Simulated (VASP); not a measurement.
# Hf (P6_3/mmc) in VASP: further runs

Runs on Hf. Level: PBE+D3(BJ). Tasks: relaxation of shape and atoms at fixed volume.

Program: VASP 6.6.1. These are calculated values, not measurements. Logs are shortened: lines on timing, memory, paths and dates and some standing lists are left out, and cuts for length are marked.

**1. The crystal as given**

Symmetry: P6_3/mmc, No. 194, hexagonal system. The conventional cell has a = 3.167 Å, b = 3.167 Å, c = 5.008 Å, α = 90.00°, β = 90.00°, γ = 120.00°. Hf (site symmetry -6m2) is surrounded by 12 Hf at 3.10 to 3.17 Å.

**2. Relaxation of shape and atoms at fixed volume, PBE+D3(BJ)**

File INCAR:

```
  PREC = Accurate
  ENCUT = 600
  EDIFF = 1E-7
  ISMEAR = 1
  SIGMA = 0.1
  LREAL = False
  LASPH = True
  NELM = 80
  ALGO = Normal
  ISIF = 4
  LWAVE = False
  LCHARG = False
  GGA = PE
  IVDW = 12
  IBRION = 2
  NSW = 40
  EDIFFG = -0.01
```

File KPOINTS:

```
Automatic mesh
0
Gamma
  15 15 7
```

File POSCAR:

```
Hf                                      
1.0
    3.1670296916      0.0000000000      0.0000000000
   -1.5835148458      2.7427281674      0.0000000000
    0.0000000000      0.0000000000      5.0079009054
  Hf            
     2
Direct
     0.3333333332999970    0.6666666667000030    0.2500000000000000
     0.6666666667000030    0.3333333332999970    0.7500000000000000
```

Potentials or basis: VASP PAW PBE potentials, release 64 (Hf_pv).

On the command line:

```sh
> cat potpaw_PBE.64/Hf_pv/POTCAR > POTCAR
> mpirun -np 1 vasp_std > vasp.out
```

OUTCAR:

```text
PREC = Accurate
   ENCUT = 600
   EDIFF = 1E-7
   ISMEAR = 1
   LREAL = False
   LASPH = True
   NELM = 80
   ISIF = 4
   GGA = PE
   IVDW = 12
   IBRION = 2
   NSW = 40
   EDIFFG = -0.01
 IVDW          = 12

 ion  position               nearest neighbor table
   1  0.333  0.667  0.250-   2 3.10   2 3.10   2 3.10   2 3.10   2 3.10   2 3.10
   2  0.667  0.333  0.750-   1 3.10   1 3.10   1 3.10   1 3.10   1 3.10   1 3.10

  LATTYP: Found a hexagonal cell.
 ALAT       =     3.1670296916
 C/A-ratio  =     1.5812611163

  Lattice vectors:

 A1 = (   3.1670296916,   0.0000000000,   0.0000000000)
 A2 = (  -1.5835148458,   2.7427281674,   0.0000000000)
 A3 = (   0.0000000000,   0.0000000000,   5.0079009054)

Analysis of symmetry for initial positions (statically):
=====================================================================
 Subroutine PRICEL returns:
 Original cell was already a primitive cell.

 Routine SETGRP: Setting up the symmetry group for a
 hexagonal supercell.

 Subroutine GETGRP returns: Found 24 space group operations
 (whereof 12 operations were pure point group operations)
 out of a pool of 24 trial point group operations.

The static configuration has the point symmetry D_3d.
 The point group associated with its full space group is D_6h.

Analysis of symmetry for dynamics (positions and initial velocities):
=====================================================================
 Subroutine PRICEL returns:
 Original cell was already a primitive cell.

 Routine SETGRP: Setting up the symmetry group for a
 hexagonal supercell.

 Subroutine GETGRP returns: Found 24 space group operations
 (whereof 12 operations were pure point group operations)
 out of a pool of 24 trial point group operations.

The dynamic configuration has the point symmetry D_3d.
 The point group associated with its full space group is D_6h.

 Subroutine INISYM returns: Found 24 space group operations
 (whereof 12 operations are pure point group operations),
 and found     1 'primitive' translations

----------------------------------------------------------------------------------------

                                     Primitive cell

  volume of cell :      43.5001

  direct lattice vectors                    reciprocal lattice vectors
     3.167029692  0.000000000  0.000000000     0.315753276  0.182300239  0.000000000
    -1.583514846  2.742728167  0.000000000     0.000000000  0.364600478  0.000000000
[... 98 lines left out ...]
   EMIN   =  10.00;   EMAX   =-10.00  energy-range for DOS
   EFERMI =   0.00;   METHOD = LEGACY
   ISMEAR =     1;   SIGMA  =   0.10  broadening in eV -4-tet -1-fermi 0-gaus
   EFERMI_NEDOS =   21; number of points for ismear=-14 and -15
   IALGO  =     38    algorithm
   IMIX   =      4    mixing-type and parameters
     AMIX     =   0.40;   BMIX     =  1.00
     AMIX_MAG =   1.60;   BMIX_MAG =  1.00
  volume/ion in A,a.u.               =      21.75       146.78
  Fermi-wavevector in a.u.,A,eV,Ry     =   1.263537  2.387739 21.722051  1.596526
  Thomas-Fermi vector in A             =   2.396889
   LORBIT       =      0    0 simple, 1 ext, 2 COOP (PROOUT), +10 PAW based schemes
   GGA     = PE    functional components
   LHFCALC =     F    Hartree Fock is set to
   AEXX    =    0.0000 exact exchange contribution
   IVDW    =    12    specifies the selected vdW correction
   LEPSILON=     F    determine dielectric tensor
   LRPA    =     F    only Hartree local field effects (RPA)
 conjugate gradient relaxation of ions
 non-spin polarized calculation
 Methfessel and Paxton  Order N= 1 SIGMA  =   0.10
  energy-cutoff  :      600.00
  volume of cell :       43.50
 maximum number of plane-waves:      1470
 NGX is ok and might be reduce to    28
   NGX = 13   NGY = 13   NGZ = 21

 number of electron      19.9999999 magnetization

 Free energy of the ion-electron system (eV)
  ---------------------------------------------------
  ext. energy  EPLUGINS =         0.00000000
  ---------------------------------------------------
  free energy    TOTEN  =       -19.83456369 eV

  energy without entropy =      -19.83501022  energy(sigma->0) =      -19.83471253

 E-fermi :   5.1324     XC(G=0): -11.4117

 val. band max:        5.1258429448   @ k =   0.3333   0.3333   0.2857
 cond. band min:       5.1336120503   @ k =   0.2667   0.2667   0.4286
 fundamental gap:      0.0077691055
 Fermi energy:         5.1324139243

 k-point     1 :       0.0000    0.0000    0.0000
  band No.  band energies     occupation
      1     -25.9412      2.00000
      2     -25.1225      2.00000
      3     -25.1225      2.00000
      4     -24.9876      2.00000
      5     -24.9825      2.00000
      6     -24.9825      2.00000
      7      -2.3609      2.00000
      8       1.3216      2.00000
      9       5.8631     -0.00000
     10       6.3036     -0.00000
     11       6.3036     -0.00000
     12       6.5983     -0.00000
     13       7.1589      0.00000
     14       7.1589      0.00000
[... 377 lines left out ...]
      1     -25.6852      2.00000
      2     -25.5271      2.00000
      3     -25.4737      2.00000
      4     -25.4257      2.00000
      5     -25.2821      2.00000
      6     -25.2214      2.00000
      7       2.5142      2.00000
      8       2.8673      2.00000
      9       3.0872      2.00000
     10       3.9038      2.00000
     11       5.5080     -0.00000
     12       5.7900     -0.00000
     13       7.0332     -0.00000
     14      10.3374      0.00000

 [... further k-points ...]

------------------------ aborting loop because EDIFF is reached ----------------------------------------

 Edisp (eV)   -0.92735

 E8    (eV) :    -0.4976

  FORCE on cell =-STRESS in cart. coord.  units (eV):
  Direction    XX          YY          ZZ          XY          YZ          ZX
  --------------------------------------------------------------------------------------
  -------------------------------------------------------------------------------------
  Total      -0.00861    -0.00861     0.00325     0.00000    -0.00000    -0.00000
  in kB      -0.31718    -0.31718     0.11975     0.00000    -0.00000    -0.00000
  external pressure =       -0.17 kB  Pullay stress =        0.00 kB

 VOLUME and BASIS-vectors are now :
 -----------------------------------------------------------------------------
  energy-cutoff  :      600.00
  volume of cell :       43.50
      direct lattice vectors                 reciprocal lattice vectors
     3.167029692  0.000000000  0.000000000     0.315753276  0.182300239  0.000000000
    -1.583514846  2.742728167  0.000000000     0.000000000  0.364600478  0.000000000
     0.000000000  0.000000000  5.007900905     0.000000000  0.000000000  0.199684462

 POSITION                                       TOTAL-FORCE (eV/Angst)
 -----------------------------------------------------------------------------------
     -0.00000      1.82849      1.25198        -0.000000      0.000000      0.000000
      1.58351      0.91424      3.75593         0.000000     -0.000000      0.000000
 -----------------------------------------------------------------------------------
    total drift:                               -0.000000      0.000000     -0.000000

  FREE ENERGIE OF THE ION-ELECTRON SYSTEM (eV)
  ---------------------------------------------------
  free  energy   TOTEN  =       -20.7619111994 eV

  energy  without entropy=      -20.7623577309  energy(sigma->0) =      -20.76206004

 reached required accuracy - stopping structural energy minimisation
```

CONTCAR:

```text
Hf
   1.00000000000000
     3.1670296915999998    0.0000000000000000    0.0000000000000000
    -1.5835148457999999    2.7427281674000001    0.0000000000000000
     0.0000000000000000    0.0000000000000000    5.0079009053999997
  Hf
     2
Direct
     0.3333333332999970    0.6666666667000030    0.2500000000000000
     0.6666666667000030    0.3333333332999970    0.7500000000000000

  0.00000000E+00  0.00000000E+00  0.00000000E+00
  0.00000000E+00  0.00000000E+00  0.00000000E+00
```

Run time: 56 s. Hardware: 1 thread of Intel Xeon Platinum 8488C (Sapphire Rapids), shared host; peak memory 0.23 GiB.

What came out:

| Property | Result |
| --- | --- |
| Free energy | -20.7619 eV |
| Pressure after relaxing | 0.0 GPa |
| Band gap on the k mesh | none (metal or under the smearing width) |
| Dispersion energy per atom | -0.464 eV |

Final structure:
```cif
data_structure
_symmetry_space_group_name_H-M 'P 1'
_symmetry_Int_Tables_number 1
_cell_length_a 3.1670
_cell_length_b 3.1670
_cell_length_c 5.0079
_cell_angle_alpha 90.000
_cell_angle_beta 90.000
_cell_angle_gamma 120.000
_cell_volume 43.50
loop_
_atom_site_label
_atom_site_type_symbol
_atom_site_fract_x
_atom_site_fract_y
_atom_site_fract_z
_atom_site_occupancy
Hf1 Hf 0.33333 0.66667 0.25000 1
Hf2 Hf 0.66667 0.33333 0.75000 1
```

Caveat: the relaxation stopped at its first step, so nothing moved; pairwise dispersion overbinds metals, which lowers pressure and volume.

**3. Relaxation of shape and atoms at fixed volume, PBE+D3(BJ) (a relaxed cell with its volume scaled by 1.02)**

INCAR is that of step 2.

KPOINTS is that of step 2.

File POSCAR:

```
Hf                                      
1.0
    3.1880040094      0.0000000000      0.0000000000
   -1.5940020047      2.7608924595      0.0000000000
    0.0000000000      0.0000000000      5.0410667786
  Hf            
     2
Direct
     0.3333333332999970    0.6666666667000030    0.2500000000000000
     0.6666666667000030    0.3333333332999970    0.7500000000000000
```

Potentials or basis: VASP PAW PBE potentials, release 64 (Hf_pv).

On the command line:

```sh
> cat potpaw_PBE.64/Hf_pv/POTCAR > POTCAR
> mpirun -np 1 vasp_std > vasp.out
```

Run time: 54 s. Hardware: 1 thread of Intel Xeon Platinum 8488C (Sapphire Rapids), shared host; peak memory 0.23 GiB.

It converged, with:

```yaml
Free_energy: -20.7559 eV
Pressure_after_relaxing: -2.2 GPa
Band_gap_on_the_k_mesh: none (metal or under the smearing width)
Dispersion_energy_per_atom: -0.454 eV
```

Final structure:
```xyz
2
Lattice="3.1880 0.0000 0.0000 -1.5940 2.7609 0.0000 0.0000 0.0000 5.0411" Properties=species:S:1:pos:R:3 pbc="T T T"
Hf    0.0000    1.8406    1.2603
Hf    1.5940    0.9203    3.7808
```

Levels at points of the mesh, in eV from the Fermi level:
```
           k point  band 6  band 7  band 8  band 9  band 10  band 11  band 12  band 13  band 14
(0.00, 0.00, 0.00)  -30.19   -7.43   -3.75    0.66     1.17     1.17     1.45     2.00     2.00
```

Caveat: the relaxation stopped at its first step, so nothing moved; pairwise dispersion overbinds metals, which lowers pressure and volume.

**4. Relaxation of shape and atoms at fixed volume, PBE+D3(BJ) (a relaxed cell with its volume scaled by 1.04)**

INCAR is that of step 3.

KPOINTS is that of step 3.

File POSCAR:

```
Hf                                      
1.0
    3.2087059142      0.0000000000      0.0000000000
   -1.6043529571      2.7788208349      0.0000000000
    0.0000000000      0.0000000000      5.0738018957
  Hf            
     2
Direct
     0.3333333332999970    0.6666666667000030    0.2500000000000000
     0.6666666667000030    0.3333333332999970    0.7500000000000000
```

Potentials or basis: VASP PAW PBE potentials, release 64 (Hf_pv).

On the command line:

```sh
> cat potpaw_PBE.64/Hf_pv/POTCAR > POTCAR
> mpirun -np 1 vasp_std > vasp.out
```

OUTCAR:

```text
PREC = Accurate
   ENCUT = 600
   EDIFF = 1E-7
   ISMEAR = 1
   LREAL = False
   LASPH = True
   NELM = 80
   ISIF = 4
   GGA = PE
   IVDW = 12
   IBRION = 2
   NSW = 40
   EDIFFG = -0.01
 IVDW          = 12

 ion  position               nearest neighbor table
   1  0.333  0.667  0.250-   2 3.14   2 3.14   2 3.14   2 3.14   2 3.14   2 3.14
   2  0.667  0.333  0.750-   1 3.14   1 3.14   1 3.14   1 3.14   1 3.14   1 3.14

  LATTYP: Found a hexagonal cell.
 ALAT       =     3.2087059142
 C/A-ratio  =     1.5812611163
[... 655 lines left out ...]

 Edisp (eV)   -0.89025

 E8    (eV) :    -0.4775

  FORCE on cell =-STRESS in cart. coord.  units (eV):
  Direction    XX          YY          ZZ          XY          YZ          ZX
  --------------------------------------------------------------------------------------
  -------------------------------------------------------------------------------------
  Total      -1.17372    -1.17372    -1.18148     0.00000     0.00000    -0.00000
  in kB     -41.56719   -41.56719   -41.84189     0.00000     0.00000    -0.00000
  external pressure =      -41.66 kB  Pullay stress =        0.00 kB

 VOLUME and BASIS-vectors are now :
 -----------------------------------------------------------------------------
  energy-cutoff  :      600.00
  volume of cell :       45.24
      direct lattice vectors                 reciprocal lattice vectors
     3.209982062  0.000000000 -0.000000000     0.311528221  0.179860902  0.000000000
    -1.604991031  2.779926011  0.000000000     0.000000000  0.359721804  0.000000000
    -0.000000000 -0.000000000  5.069768457     0.000000000  0.000000000  0.197247667

 POSITION                                       TOTAL-FORCE (eV/Angst)
 -----------------------------------------------------------------------------------
     -0.00000      1.85328      1.26744         0.000000      0.000000      0.000000
      1.60499      0.92664      3.80233        -0.000000     -0.000000      0.000000
 -----------------------------------------------------------------------------------
    total drift:                               -0.000000      0.000000     -0.000000

  FREE ENERGIE OF THE ION-ELECTRON SYSTEM (eV)
  ---------------------------------------------------
  free  energy   TOTEN  =       -20.7386992196 eV

  energy  without entropy=      -20.7391160318  energy(sigma->0) =      -20.73883816

 reached required accuracy - stopping structural energy minimisation
```

OSZICAR:

```text
N       E                     dE             d eps       ncg     rms          rms(c)
DAV:   1     0.518574002406E+02    0.51857E+02   -0.12656E+04  3032   0.151E+03
DAV:   2    -0.183811426754E+02   -0.70239E+02   -0.68958E+02  3678   0.287E+02
[... 12 lines left out ...]
   1 F= -.20738677E+02 E0= -.20738820E+02  d E =-.207387E+02
       N       E                     dE             d eps       ncg     rms          rms(c)
DAV:   1    -0.198485362311E+02   -0.10704E-03   -0.58202E-03  3072   0.635E-01    0.703E-02
DAV:   2    -0.198484722564E+02    0.63975E-04   -0.91761E-05  4038   0.761E-02    0.279E-02
DAV:   3    -0.198484522323E+02    0.20024E-04   -0.24510E-05  4054   0.348E-02    0.223E-02
DAV:   4    -0.198484498045E+02    0.24278E-05   -0.69277E-06  4280   0.189E-02    0.110E-02
DAV:   5    -0.198484498936E+02   -0.89095E-07   -0.33641E-07  3010   0.449E-03
   2 F= -.20738699E+02 E0= -.20738838E+02  d E =-.226485E-04
```

It took 85 s on 1 thread of Intel Xeon Platinum 8488C (Sapphire Rapids), shared host; peak memory 0.23 GiB.

Results:

```
Free energy                : -20.7387 eV
Energy gained by relaxing  : 0.0 meV/atom
Ionic steps                : 2
Pressure after relaxing    : -4.2 GPa
Band gap on the k mesh     : none (metal or under the smearing width)
Dispersion energy per atom : -0.445 eV
```

Final structure:
```
Hf
1.0
     3.20998    0.00000    0.00000
    -1.60499    2.77993    0.00000
     0.00000    0.00000    5.06977
Hf
2
Direct
  0.33333 0.66667 0.25000
  0.66667 0.33333 0.75000
```

Levels at points of the mesh, in eV from the Fermi level:
```
           k point  band 7  band 8  band 9  band 10  band 11  band 12  band 13  band 14
(0.00, 0.00, 0.00)   -7.36   -3.68    0.60     1.16     1.16     1.45     1.97     1.97
```

Caveat: pairwise dispersion overbinds metals, which lowers pressure and volume. The run has no spin-orbit coupling, so splittings on Hf are missing.

(Continued in part 2 of 2.)
